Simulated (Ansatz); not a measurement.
Crystal: Bi.

```xyz
1
Lattice="-1.9814 1.9814 1.9814 1.9814 -1.9814 1.9814 1.9814 1.9814 -1.9814" Properties=species:S:1:pos:R:3 pbc="T T T"
Bi    0.0000    0.0000    0.0000
```

This isn't the form of Bi at room conditions, which is rhombohedral.

Below is the output of Ansatz 0.2.0 for this cell. Logs are shortened: lines on timing, memory, paths and dates and some standing lists are left out, and cuts for length are marked.

```text
Warning: RAYON_NUM_THREADS=2 ignored (pool sized by the plan → 2); use --threads N
scf.n_extra_bands = 6 over 8 filled bands (N_el = 15.0): the run solves 14 bands
Engine: ansatz 0.2.0, aarch64-unknown-linux-gnu
Pseudopotentials: kind: paw
Pseudopotential: Bi, paw, valence charge 15, recommended cutoff 420 eV (normal), Bi.paw.azcp
Functional definition: SPW92
  exchange = slater_x
  correlation = pw_c
Crystal: 1 atoms, lattice volume = 31.117 Å³
Basis set: ecut = 420 eV, 603 PW (Γ)
Bands: 14, of which v1, the nominal top of the filled ones, is band 8 counted from 1 (7 counted from 0)
Symmetry: 48 space group operations
Space group: Im-3m (ITA 229), of the structure as read, at distance tolerance 3.1e-5 Å
k-points: 10 of 125
Non-local potential: Bi, projectors of the file, l = 0: 2, l = 1: 2, l = 2: 2, l = 3: 2
PAW form: soft (Blöchl's): semilocal exchange-correlation on the pseudo side does not see the compensation charge
PAW frozen core: Bi, regenerated for the run's functional, and the local potential with it (the file was generated under x = pbe(κ = 0.804, μ = 0.2195149727645171), c = pbe(β = 0.06672455060314922))
PAW one-centre angular grid: Bi, 590 points (default); XC on 64 Gauss nodes
Initial density: superposition of atomic densities (neutral atoms: chi_scale 0, normalization atom), corrected by the library's trained network
Initial wavefunctions: pseudopotential atomic-orbital guess
Functional: x = slater, c = lda
SCF iter   1: F=—  HF=-12085.648906 eV  |F-HF|=—  |Δ(HF+E_count)|=         —  Δρ=3.20e-3  dr2=1.77e-3  ethr=1.77e-3  ⟨swp⟩=5.8  Hψ=805  notcnv=0  defer=4
preconditioner: auto → none  [insulator: Δε(μ)=0.140 eV  Ē_g=26.291 eV  σ=0.050 eV  W_gap=0.50  n_scr=12 (ndim 8)  ℏωp=25.8 eV  f_vac=0.000  D(μ)=2.53/eV (n_scr^D=18)  ε∞_Penn≈2.0]
SCF iter   2: F=—  HF=-12085.648053 eV  |F-HF|=—  |Δ(HF+E_count)|=   8.53e-4  Δρ=1.50e-3  dr2=3.66e-4  ethr=1.18e-5  ⟨swp⟩=2.4  Hψ=277  notcnv=0  defer=10
SCF iter   3: F=—  HF=-12085.648016 eV  |F-HF|=—  |Δ(HF+E_count)|=   3.67e-5  Δρ=2.78e-4  dr2=2.00e-5  ethr=2.44e-6  ⟨swp⟩=2.2  Hψ=192  notcnv=0  defer=10
SCF iter   4: F=—  HF=-12085.647995 eV  |F-HF|=—  |Δ(HF+E_count)|=   2.06e-5  Δρ=1.29e-4  dr2=3.81e-6  ethr=1.33e-7  ⟨swp⟩=2.8  Hψ=205  notcnv=0  defer=10
SCF iter   5: F=—  HF=-12085.647993 eV  |F-HF|=—  |Δ(HF+E_count)|=   1.87e-6  Δρ=4.16e-5  dr2=4.37e-7  ethr=2.54e-8  ⟨swp⟩=2.0  Hψ=198  notcnv=0  defer=10
SCF iter   6: F=-12085.647993 eV  HF=-12085.647993 eV  |F-HF|=4.59e-8  |Δ(HF+E_count)|=   2.29e-7  Δρ=1.26e-5  dr2=4.09e-8  ethr=6.67e-10  ⟨swp⟩=10.0  Hψ=751  notcnv=0
SCF 1 converged in 6 iterations: F = -12085.647993 eV  dr2 = 4.09e-8
  greatest PAW one-centre occupation: 0.988 electrons in one spin orbital (limit 2), on the Bi atom at site 0 (counted from 0), in its partial waves of l = 2
NSCF: frozen V_eff on 29 k-points
SCF converged after 6 iterations
Free energy (F): -12085.647993 eV
Harris-Foulkes:  -12085.647993 eV  (|F-HF|=4.59e-8)
Internal energy: -12085.628397 eV  (E = F + TS)
E sigma→0 (E₀):  -12085.638195 eV
Entropy (-TS):   -0.019596 eV (-19.596 meV/atom)
Fermi energy:    11.638876 eV
--- Per-component energies (eV) ---
  E_band       = -86.028394
  E_kinetic    = 303.086968
  E_local      = -1403.680950  (includes V_loc(G=0)·N_el)
  E_nonlocal   = 563.659920
  E_hartree    = 442.385664
  E_xc         = -150.603651
  E_vxc        = -144.767775  (∫ρ·V_xc dr)
  E_paw        = -10352.805095  (= ΣΔE_a)
  E_vpaw       = -289.105522  (= ΣTr[D̂ρ^β])
  E_aug_tail   = -0.000527  (compensation charges beyond the density's cutoff)
  E_ewald      = -1487.665842
  E_core_change = -0.004885  (= ΣΔE_core)
  E_smearing   = -0.019596  (= −TS)
  E_closure    = 0.000000  (closes the sum)
  Σ components = -12085.647993   (vs F -12085.647993, Δ=0.00e0)
--- Forces (eV/Å), atoms counted from 1 ---
  atom   1  Bi    -0.00000000     0.00000000    -0.00000000
  max |Σ_I F_I| component: 5.75e-31 eV/Å
--- Stress (GPa, compression-positive) ---
       -3.083151      -0.000000      -0.000000
       -0.000000      -3.083151      -0.000000
       -0.000000      -0.000000      -3.083151
  P = ⅓ Tr σ = -3.0832 GPa (-30.832 kbar)
--- Band table (eV; the first three rows and the last of 10) ---
  k-point 0: bands = ["-11.5074", "-11.5074", "-11.5074", "-11.3760", "-11.3760", "-2.1594", "16.4369", "16.4369", "16.4369", "20.5756", "21.9432", "21.9432", "21.9432", "23.1449"]
  k-point 1: bands = ["-11.5213", "-11.4863", "-11.4344", "-11.3899", "-11.3787", "-1.4457", "11.9820", "14.8522", "15.8534", "19.0792", "20.2380", "21.7483", "23.1713", "25.6277"]
  k-point 2: bands = ["-11.5437", "-11.4802", "-11.3876", "-11.3829", "-11.3137", "0.3432", "7.2459", "13.1698", "14.9606", "17.6168", "19.1850", "23.2640", "24.6246", "28.6135"]
  k-point 9: bands = ["-11.5036", "-11.4903", "-11.3359", "-11.3359", "-11.3310", "2.3063", "9.2632", "10.0321", "10.0321", "15.3277", "17.0511", "25.9838", "27.0973", "27.0973"]
```

Q: Write the input and the command behind it.

A: Projected density of states with LDA, no spin polarisation. The files as run (others can give the same):

input.yaml
```yaml
crystal:
  lattice:
    - [-1.9814305318, 1.9814305318, 1.9814305318]
    - [1.9814305318, -1.9814305318, 1.9814305318]
    - [1.9814305318, 1.9814305318, -1.9814305318]
  atoms:
    - { symbol: Bi, position: [0.0, 0.0, 0.0] }
hamiltonian:
  xc: lda
  pseudopotentials: { kind: paw }
kpoints:
  mp_grid: { grid: [5, 5, 5] }
scf:
  occupations: { method: fermi_dirac, width: 0.05 }
  n_extra_bands: 6
output:
  forces: true
  stress: true
  eigenvalues: true
  dos: { projected: true, de: 0.05, nscf_kmesh: { grid: [8, 8, 8] } }
```

Potentials or basis: Ansatz PAW.
Command:
```bash
$ ansatz run input.yaml --threads 2 --pin off --max-ram 5632MiB --backend cpu --events-out ev --progress --plain --runs-dir out
```

Caveat: the k mesh is coarse (spacing up to 0.45 Å⁻¹), so the values aren't converged; spin-orbit coupling is left out, which moves the levels of the heavy elements; the PAW data sets come from PBE, with cores solved anew for the run's functional, which leaves a small shift of forces and pressure; the density of states is complete only up to the lowest level of the last band computed.
